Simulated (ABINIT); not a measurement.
# TiTe2 (P-3m1) in ABINIT: a series of runs, part 2 of 2

ABINIT 10.8.3 (patched build). The steps go on from the part before.

### Step 3. Single point, PBE, spin-orbit coupling, no magnetisation

Input file run.abi:

```
# Pseudopotentials
pp_dirpath "./"
pseudos "Te.GGA_PBE-JTH.xml, Ti.GGA_PBE-JTH.xml"

# Structure
acell 3.777 3.777 6.498 Angstrom
rprim
     1.0000000000     0.0000000000     0.0000000000
    -0.5000000000     0.8660254038     0.0000000000
     0.0000000000     0.0000000000     1.0000000000
ntypat 2
znucl 52 22
natom 3
typat 1 1 2
xred
     0.3333333333     0.6666666667     0.7372000000
     0.6666666667     0.3333333333     0.2628000000
     0.0000000000     0.0000000000     0.0000000000

# Plane-wave basis
ecut 13.0
pawecutdg 26.0
pawxcdev 0

# k points
kptopt 4
ngkpt 6 6 3
nshiftk 1
shiftk 0.0 0.0 0.0

# Exchange and correlation
ixc 11

# Bands and occupations
nband 32
occopt 3
tsmear 0.00183747

# Spin
nspinor 2
nspden 1
pawspnorb 1

# SCF cycle
nstep 100
tolvrs 1.0e-9

# Output
iomode 3
prtwf 0
prtden 0
prteig 0
prtebands 0
enunit 2
```

Potentials or basis: JTH PAW PBE v2.0.

Command:

```
> abinit run.abi > log 2>&1
```

run.abo:

```text
.Version 10.8.3 of ABINIT
 Symmetries : space group P3 2 1 (#150); Bravais hP (primitive hexag.)
================================================================================
 Values of the parameters that define the memory need of the present run
     intxc =       0    ionmov =       0      iscf =      17    lmnmax =      18
     lnmax =       6     mgfft =      40  mpssoang =       3    mqgrid =    3001
     natom =       3  nloc_mem =       2    nspden =       1   nspinor =       2
    nsppol =       1      nsym =       6    n1xccc =       1    ntypat =       2
    occopt =       3   xclevel =       2
       mpw =        1221          nfft =       23040          nkpt =          24
 PAW method is used; the additional fine FFT grid is defined by:
   mgfftf=        60    nfftf =     77760
================================================================================
================================================================================

--------------------------------------------------------------------------------
------------- Echo of variables that govern the present computation ------------
--------------------------------------------------------------------------------
 -outvars: echo values of preprocessed input variables --------
            acell      7.1374955776E+00  7.1374955776E+00  1.2279440366E+01 Bohr
              amu      1.27600000E+02  4.78800000E+01
             ecut      1.30000000E+01 Hartree
           enunit           2
              ixc          11
           kptopt           4
         kptrlatt        6    0    0      0    6    0      0    0    3
          kptrlen      3.68383211E+01
            natom           3
            nband          32
            ngfft          24      24      40
          ngfftdg          36      36      60
             nkpt          24
          nspinor           2
            nstep         100
             nsym           6
           ntypat           2
           occopt           3
        pawcpxocc           2
        pawecutdg      2.60000000E+01 Hartree
        pawspnorb           1
         pawxcdev           0
           prtden           0
        prtebands           0
           prteig           0
            prtwf           0
            rprim      1.0000000000E+00  0.0000000000E+00  0.0000000000E+00
                      -5.0000000000E-01  8.6602540380E-01  0.0000000000E+00
                       0.0000000000E+00  0.0000000000E+00  1.0000000000E+00
          spgroup         150
           tolvrs      1.00000000E-09
           tsmear      1.83747000E-03 Hartree
            typat      1  1  2
           useylm           1
           xangst     -6.9888539400E-17  2.1806519668E+00  4.7903256000E+00
                       1.8885000000E+00  1.0903259834E+00  1.7076744000E+00
                       0.0000000000E+00  0.0000000000E+00  0.0000000000E+00
            xcart     -1.3207019881E-16  4.1208349931E+00  9.0524034379E+00
                       3.5687477888E+00  2.0604174966E+00  3.2270369282E+00
                       0.0000000000E+00  0.0000000000E+00  0.0000000000E+00
             xred      3.3333333333E-01  6.6666666667E-01  7.3720000000E-01
                       6.6666666667E-01  3.3333333333E-01  2.6280000000E-01
                       0.0000000000E+00  0.0000000000E+00  0.0000000000E+00
            znucl       52.00000   22.00000

================================================================================

 chkinp: Checking input parameters for consistency.

================================================================================
== DATASET  1 ==================================================================
[... 129 lines left out ...]
    2      -0.000000000000      0.000000000000      0.001320081026
    3       0.000000000000      0.000000000000      0.000000000000

 cartesian coordinates (angstrom) at end:
    1     -0.00000000000000     2.18065196676840     4.79032560000000
    2      1.88850000000000     1.09032598338420     1.70767440000000
    3      0.00000000000000     0.00000000000000     0.00000000000000

 cartesian forces (hartree/bohr) at end:
    1      0.00000000000000     0.00000000000000     0.00010750335411
    2      0.00000000000000     0.00000000000000    -0.00010750335411
    3     -0.00000000000000    -0.00000000000000    -0.00000000000000
 frms,max,avg= 5.0677567E-05 1.0750335E-04   0.000E+00  0.000E+00  0.000E+00 h/b

 cartesian forces (eV/Angstrom) at end:
    1      0.00000000000000     0.00000000000000     0.00552804473252
    2      0.00000000000000     0.00000000000000    -0.00552804473252
    3     -0.00000000000000    -0.00000000000000    -0.00000000000000
 frms,max,avg= 2.6059453E-03 5.5280447E-03   0.000E+00  0.000E+00  0.000E+00 e/A
 length scales=  7.137495577554  7.137495577554 12.279440366149 bohr
              =  3.777000000000  3.777000000000  6.498000000000 angstroms
 Fermi (or HOMO) energy (hartree) =  -0.15790   Average Vxc (hartree)=  -0.36050
 Eigenvalues (hartree) for nkpt=  24  k points:
 kpt#   1, nband= 32, wtk=  0.00926, kpt=  0.0000  0.0000  0.0000 (reduced coord)
  -2.26986   -2.26986   -1.41290   -1.41290   -1.38931   -1.38931   -1.38866   -1.38866
  -0.61463   -0.61463   -0.55932   -0.55932   -0.35192   -0.35192   -0.22528   -0.22528
  -0.21494   -0.21494   -0.15493   -0.15493   -0.14505   -0.14505   -0.14262   -0.14262
  -0.14249   -0.14249   -0.11714   -0.11714   -0.10632   -0.10632   -0.05374   -0.05330
      occupation numbers for kpt#   1
   1.00000    1.00000    1.00000    1.00000    1.00000    1.00000    1.00000    1.00000
   1.00000    1.00000    1.00000    1.00000    1.00000    1.00000    1.00000    1.00000
   1.00000    1.00000    0.16516    0.16516    0.00091    0.00091    0.00024    0.00024
   0.00023    0.00023    0.00000    0.00000    0.00000    0.00000    0.00000    0.00000
 prteigrs : prtvol=0 or 1, do not print more k-points.

 Fermi (or HOMO) energy (eV) =  -4.29681   Average Vxc (eV)=  -9.80966
 Eigenvalues (   eV  ) for nkpt=  24  k points:
 kpt#   1, nband= 32, wtk=  0.00926, kpt=  0.0000  0.0000  0.0000 (reduced coord)
 -61.76616  -61.76616  -38.44700  -38.44700  -37.80499  -37.80499  -37.78749  -37.78749
 -16.72495  -16.72495  -15.21980  -15.21980   -9.57633   -9.57633   -6.13018   -6.13018
  -5.84879   -5.84879   -4.21579   -4.21579   -3.94700   -3.94700   -3.88099   -3.88099
  -3.87744   -3.87744   -3.18749   -3.18749   -2.89321   -2.89321   -1.46232   -1.45029
 prteigrs : prtvol=0 or 1, do not print more k-points.

--- !EnergyTerms
iteration_state     : {dtset: 1, }
comment             : Components of total free energy in Hartree
kinetic             :  1.26331469325568E+01
hartree             :  2.34773808600029E+01
xc                  : -1.13916565538045E+01
Ewald energy        : -4.64522503425851E+01
psp_core            :  1.08901897583900E+01
local_psp           : -6.16877775188001E+01
PAW spherical_terms : -2.84610418081977E+00
internal            : -7.53770710450597E+01
'-kT*entropy'       : -4.20730622547357E-04
total_energy        : -7.53774917756823E+01
total_energy_eV     : -2.05112604296135E+03
...

--- !EnergyTermsDC
iteration_state     : {dtset: 1, }
comment             : '"Double-counting" decomposition of free energy'
band_energy         : -1.81608668291726E+01
Ewald energy        : -4.64522503425851E+01
psp_core            :  1.08901897583900E+01
xc_dc               : -2.52053628098819E+01
PAW spherical_terms :  3.55122072839324E+00
internal            : -7.53770694948563E+01
'-kT*entropy'       : -4.20730622547357E-04
total_energy_dc     : -7.53774902254789E+01
total_energy_dc_eV  : -2.05112600077816E+03
...

--- !EnergyTermsWithPAWCore
iteration_state     : {dtset: 1, }
comment             : 'Components of total free energy, including PAW core contributions'
Total energy        : -1.44430888864130E+04
Total energy DC     : -1.44430888848628E+04
Total energy (eV)   : -3.93016470273220E+05
Total energy DC (eV): -3.93016470231037E+05
...

 Cartesian components of stress tensor (hartree/bohr^3)
  sigma(1 1)= -3.62658469E-05  sigma(3 2)=  0.00000000E+00
  sigma(2 2)= -3.62658477E-05  sigma(3 1)=  0.00000000E+00
  sigma(3 3)= -4.20321906E-05  sigma(2 1)=  0.00000000E+00

-Cartesian components of stress tensor (GPa)         [Pressure=  1.1235E+00 GPa]
- sigma(1 1)= -1.06697805E+00  sigma(3 2)=  0.00000000E+00
- sigma(2 2)= -1.06697808E+00  sigma(3 1)=  0.00000000E+00
- sigma(3 3)= -1.23662974E+00  sigma(2 1)=  0.00000000E+00

== END DATASET(S) ==============================================================
================================================================================

 -outvars: echo values of variables after computation  --------
            acell      7.1374955776E+00  7.1374955776E+00  1.2279440366E+01 Bohr
           etotal     -7.5377490225E+01
            fcart      0.0000000000E+00  2.2420775429E-44  1.0750335411E-04
                       3.0180280396E-28  1.7424593010E-28 -1.0750335411E-04
                      -3.0180280396E-28 -1.7424593010E-28 -0.0000000000E+00
            rprim      1.0000000000E+00  0.0000000000E+00  0.0000000000E+00
                      -5.0000000000E-01  8.6602540380E-01  0.0000000000E+00
                       0.0000000000E+00  0.0000000000E+00  1.0000000000E+00
           strten     -3.6265846933E-05 -3.6265847654E-05 -4.2032190642E-05
                       0.0000000000E+00  0.0000000000E+00  0.0000000000E+00
           xangst     -6.9888539400E-17  2.1806519668E+00  4.7903256000E+00
                       1.8885000000E+00  1.0903259834E+00  1.7076744000E+00
                       0.0000000000E+00  0.0000000000E+00  0.0000000000E+00
             xred      3.3333333333E-01  6.6666666667E-01  7.3720000000E-01
                       6.6666666667E-01  3.3333333333E-01  2.6280000000E-01
                       0.0000000000E+00  0.0000000000E+00  0.0000000000E+00
 Calculation completed.
```

Wall time 78 s (1 thread of Arm Neoverse V1, shared host); peak memory 0.13 GiB.

Results:

```yaml
Free_energy: -2051.1260 eV
Pressure: 1.1 GPa
Largest_force: 0.006 eV/Å
Band_gap_on_the_k_mesh: none (metal or under the smearing width)
Valence_electrons_inside_the_program's_atomic_spheres: Te 3.16; Ti 10.10
```

Forces in eV/Å, atoms in the order of the input:
```
Te   0.000  0.000  0.006
Te   0.000  0.000 -0.006
Ti   0.000  0.000  0.000
```

Stress tensor (GPa, compression positive):
```
1.07 0.00 0.00
0.00 1.07 0.00
0.00 0.00 1.24
```

Caveat: this functional lacks dispersion, which binds the layers, so the pressure and a relaxed spacing across them are unreliable.

### Step 4. Single point, LDA

Input file run.abi:

```
# Pseudopotentials
pp_dirpath "./"
pseudos "Te.upf, Ti.upf"

# Structure
acell 3*1.0
rprim
     7.1374955727     0.0000000000     0.0000000000
    -3.5687477864     6.1812524854     0.0000000000
     0.0000000000     0.0000000000    12.2794403578
ntypat 2
znucl 52 22
natom 3
typat 1 1 2
xred
     0.3333333333     0.6666666667     0.7372000000
     0.6666666667     0.3333333333     0.2628000000
     0.0000000000     0.0000000000     0.0000000000

# Plane-wave basis
ecut 42.0

# k points
kptopt 1
ngkpt 6 6 3
nshiftk 1
shiftk 0.0 0.0 0.0

# Exchange and correlation
ixc 7

# Bands and occupations
nband 27
occopt 3
tsmear 0.05 eV

# SCF cycle
nstep 100
tolvrs 1.0e-10

# Output
iomode 3
prtwf 0
prteig 0
prtebands 0
prtden 1
prtvha 1
prtvclmb 1
prtpot 1
prtelf 1
```

Potentials or basis: PseudoDojo NC SR LDA v0.4.1 standard.

Command:

```
> abinit run.abi > log 2>&1
```

It took 2.7 min on 1 thread of Arm Neoverse V1, shared host; peak memory 0.13 GiB.

Results (log left out):

| Property | Result |
| --- | --- |
| Free energy | -7311.3558 eV |
| Pressure | -4.1 GPa |
| Largest force | 0.369 eV/Å |
| Band gap on the k mesh | none (metal or under the smearing width) |
| Valence electrons inside the program's atomic spheres | Te 11.99; Ti 9.50 |

Forces in eV/Å, atoms in the order of the input:
```
Te   0.000  0.000  0.369
Te   0.000  0.000 -0.369
Ti   0.000  0.000  0.000
```

Stress tensor (GPa, compression positive):
```
-3.98  0.00  0.00
 0.00 -3.98  0.00
 0.00  0.00 -4.46
```

Levels at points of the mesh, in eV from the Fermi level:
```
           k point  band 18  band 19  band 20  band 21  band 22  band 23  band 24  band 25  band 26  band 27
(0.00, 0.00, 0.00)    -1.64    -1.64     0.33     0.41     0.41     0.59     1.08     1.08     3.08     3.08
(0.50, 0.00, 0.00)    -3.64    -2.68    -2.38    -1.71    -1.10     0.03     1.15     1.46     2.44     3.38
```

The run has no spin-orbit coupling, so splittings on Te are missing.

### Step 5. Summary

```csv
level,potentials or basis,spin,cutoff (eV),fine-grid cutoff,gap on the mesh (eV),pressure (GPa),largest force (eV/Å)
PBE,PseudoDojo NC SR PBE v0.4.1 standard,off,952,-,none,-,0.04
PBE,JTH PAW PBE v2.0,"SOC, no magnetisation",354,707.496 eV,none,1.1,0.01
LDA,PseudoDojo NC SR LDA v0.4.1 standard,off,1143,-,none,-4.1,0.37
```

Alike in all rows: task single point; cell as given; k mesh 6 × 6 × 3; smearing fermi-dirac 0.05 eV.

Caveats: this functional lacks dispersion, which binds the layers, so the pressure and a relaxed spacing across them are unreliable (some runs).

Absolute energies hang on the potentials; compare differences alone.
